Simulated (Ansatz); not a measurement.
Relaxing an invented MgS structure

Method: Ansatz 0.2.0, DFT PBE, scalar-relativistic, plane waves, PAW. Cutoff 420 eV, Gaussian smearing, Γ-centred meshes. Cell and atoms relax first on a coarse mesh and then on a converged one. In between, the cell is made exact in the group found at 0.06 Å. The steps can't lower the symmetry of their start. No spin polarisation.

A trial structure of MgS was built thus: 4-connected net, two elements alternating (Pa-3, No. 205). Lengths were set from tabulated atomic sizes, so they are only a guess.

```yaml
crystal:
  lattice:
    - [6.61503, 0.00000, 0.00000]
    - [0.00000, 6.61503, 0.00000]
    - [0.00000, 0.00000, 6.61503]
  atoms:
    - { symbol: Mg, position: [0.85300, 0.64700, 0.35300] }
    - { symbol: Mg, position: [0.14700, 0.35300, 0.64700] }
    - { symbol: Mg, position: [0.35300, 0.64700, 0.14700] }
    - { symbol: Mg, position: [0.85300, 0.85300, 0.85300] }
    - { symbol: Mg, position: [0.64700, 0.14700, 0.35300] }
    - { symbol: Mg, position: [0.64700, 0.35300, 0.85300] }
    - { symbol: Mg, position: [0.14700, 0.14700, 0.14700] }
    - { symbol: Mg, position: [0.35300, 0.85300, 0.64700] }
    - { symbol: S, position: [0.14700, 0.85300, 0.35300] }
    - { symbol: S, position: [0.64700, 0.64700, 0.64700] }
    - { symbol: S, position: [0.85300, 0.35300, 0.14700] }
    - { symbol: S, position: [0.35300, 0.14700, 0.85300] }
    - { symbol: S, position: [0.64700, 0.85300, 0.14700] }
    - { symbol: S, position: [0.85300, 0.14700, 0.64700] }
    - { symbol: S, position: [0.35300, 0.35300, 0.35300] }
    - { symbol: S, position: [0.14700, 0.64700, 0.85300] }
```

Formation energies are uncorrected and refer to the elements' standard structures at the same level.

Task: Which structure results?

Result: The symmetry stays Pa-3 (No. 205). The volume per atom grows by 17.8 %, from 18.1 to 21.3 Å³. The shortest distance goes from 2.36 Å (Mg–S) to 2.41 Å (Mg–S). The energy falls by about 0.11 eV/atom (the start's value is from the coarse mesh). Conventional cell: a = 6.986 Å. Mg has 4 S at 2.41–2.52 Å; S is surrounded by 4 Mg at 2.41–2.52 Å.

```cif
data_structure
_symmetry_space_group_name_H-M 'Pa-3'
_symmetry_Int_Tables_number 205
_cell_length_a 6.9861
_cell_length_b 6.9861
_cell_length_c 6.9861
_cell_angle_alpha 90.000
_cell_angle_beta 90.000
_cell_angle_gamma 90.000
_cell_volume 340.96
loop_
_atom_site_label
_atom_site_type_symbol
_atom_site_symmetry_multiplicity
_atom_site_Wyckoff_symbol
_atom_site_fract_x
_atom_site_fract_y
_atom_site_fract_z
_atom_site_occupancy
Mg1 Mg 8 c 0.84221 0.65779 0.34221 1
S1 S 8 c 0.14313 0.85687 0.35687 1
```

Task: How does it come out in energy, and is it a metal?

Result: The formation energy is −1.310 eV/atom. The gap on the 4×4×4 mesh of the 16-atom cell is 2.47 eV.

Whether it is stable depends on the other phases of the system, which aren't compared here.

The last run used Gaussian smearing of 0.02 eV. Kohn–Sham gaps at this level usually fall short of measured ones. The reference form of S is held partly by dispersion forces, which this level lacks. A later test with randomly moved atoms came back to the same energy, though modes that don't fit the test's cell weren't probed. In all, the 3 runs took 3.5 min on 1 thread of Intel(R) Xeon(R) Processor @ 2.70GHz, with other jobs on the host.
